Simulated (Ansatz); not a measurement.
MoS2 under changes of volume

One of the cells (17.728 Å³/atom); the others are scaled copies at fixed shape and fractional positions:

```xyz
3
Lattice="1.5800 0.9122 6.1500 -1.5800 0.9122 6.1500 0.0000 -1.8244 6.1500" Properties=species:S:1:pos:R:3 pbc="T T T"
Mo    0.0000    0.0000    0.0000
S     0.0000    0.0000    7.6936
S     0.0000    0.0000    4.6125
```

Measurements of this composition are mostly on another form, of space group No. 194.

```yaml
Program: Ansatz 0.2.0
Functional: LDA
Potentials_or_basis: all-electron LAPW, scalar-relativistic
Cutoff: 246 eV (chosen from the basis error)
Basis_error_allowed: 0.002 eV/atom
k_mesh: 10 × 10 × 10
Occupations: fermi-dirac, width 0.05 eV
Spin: no spin polarisation
```

| volume (Å³/atom) | energy over the lowest point (meV/atom) | pressure (GPa) | gap on the mesh (eV) | largest force (eV/Å) |
| --- | --- | --- | --- | --- |
| 16.664 | ? | ? | ? | ? |
| 17.019 | 5.75 | 4.4 | 0.84 | 0.817 |
| 17.373 | 0.00 | 0.8 | 0.86 | 0.437 |
| 17.728 | 1.76 | -2.4 | 0.88 | 0.086 |
| 18.083 | 10.26 | -5.3 | 0.90 | 0.319 |
| 18.437 | 24.81 | -7.8 | 0.91 | 0.617 |
| 18.792 | 44.76 | -10.1 | 0.92 | 0.893 |

Problem. What does the run at 16.664 Å³/atom give?

Solution. Energy over the lowest point 19.89 meV/atom; pressure 8.4 GPa; gap on the mesh 0.82 eV; largest force 1.227 eV/Å.

Worked out: A Birch-Murnaghan fit of order 3 (a polynomial in V^(-2/3)) to the other rows has its minimum at 17.46 Å³/atom with B0 = V·E''(V) = 163 GPa and B' = 4.5 at fixed shape and positions, which overstates the stiffness. It gives 19.95 meV/atom at 16.664 Å³/atom, against the run's 19.89, and -dE/dV = 8.5 GPa, against 8.4. A straight line through the other rows of the gap, of slope 0.823 eV per unit of ln V, extrapolates to 0.83 eV, against the run's 0.82.

Energies are extrapolated to zero smearing.

Caveats: forces of over 1 eV/Å show positions far from the minimum, so gaps and moduli don't describe the material at rest (some runs).

A mesh can miss the band edges. Spin-orbit coupling on Mo is left out.
